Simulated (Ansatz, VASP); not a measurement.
**One calculation of ZnS, two programs**

File INCAR:

```
SYSTEM = ZnS
  PREC = Accurate
  ENCUT = 520
  EDIFF = 1E-7
  ISMEAR = -1
  SIGMA = 0.01
  LREAL = .False.
  LASPH = .True.
  NELM = 60
  ALGO = Normal
  ISIF = 2
  LWAVE = .False.
  LCHARG = .True.
  GGA = PE
  LELF = .True.
  LVHAR = .True.
  NBANDS = 16
```

KPOINTS

```
regular mesh
0
Gamma
  8 8 8
  0 0 0
```

POSCAR

```
ZnS
1.0
    0.0000000000      2.7046500000      2.6235105000
    2.7046500000      0.0000000000      2.6235105000
    2.7046500000      2.7046500000      0.0000000000
Zn S
1 1
Direct
    0.0000000000      0.0000000000      0.0000000000
    0.7500000000      0.7500000000      0.7500000000
```

Input for Ansatz:

```yaml
crystal:
  lattice:
    - [0.0, 2.70465, 2.6235105]
    - [2.70465, 0.0, 2.6235105]
    - [2.70465, 2.70465, 0.0]
  atoms:
    - { symbol: Zn, position: [0.0, 0.0, 0.0] }
    - { symbol: S, position: [0.75, 0.75, 0.75] }
kpoints:
  mp_grid: { grid: [8, 8, 8] }
  band_path:
    path:
      - [0.0, 0.0, 0.0]
      - [0.0, 0.5, 0.5]
      - [0.25, 0.75, 0.5]
      - [0.0, 0.5, 0.0]
      - [0.0, 0.0, 0.0]
      - [0.5, 0.5, 0.0]
      - [0.3828515251, 0.6171484749, 0.0]
      - [-0.3828515251, 0.3828515251, 0.0]
      - [0.0, 0.0, 0.0]
    npoints: 5
scf:
  occupations: { method: fermi_dirac, width: 0.01 }
hamiltonian:
  xc: pbe
  pseudopotentials: { kind: all_electron, lapw: { basis_error: 0.00025 } }
output:
  forces: true
  stress: true
  eigenvalues: true
```

Change from the starting cell: zz strain of -3 %.

Alike in both runs: task single point; functional PBE; k mesh 8 × 8 × 8; occupations fermi-dirac, width 0.01 eV; no spin polarisation.

|  | VASP | Ansatz |
| --- | --- | --- |
| version | VASP 6.6.1 | Ansatz 0.2.0 |
| potentials or method | VASP PAW PBE potentials, release 64 (Zn, S) | all-electron LAPW, scalar-relativistic |
| plane-wave cutoff (eV) | 520 | see its input |

|  | VASP | Ansatz | Ansatz less VASP |
| --- | --- | --- | --- |
| gap on the k mesh at the Fermi level (eV) | 2.17 | 2.16 | -0.004 |
| pressure (GPa) | 4.0 | 3.8 | -0.17 |
| largest component of the traceless stress (GPa) | 0.74 | 0.75 | +0.005 |

Ansatz ran all-electron here, so the differences hold the error of VASP's frozen core and of both bases.
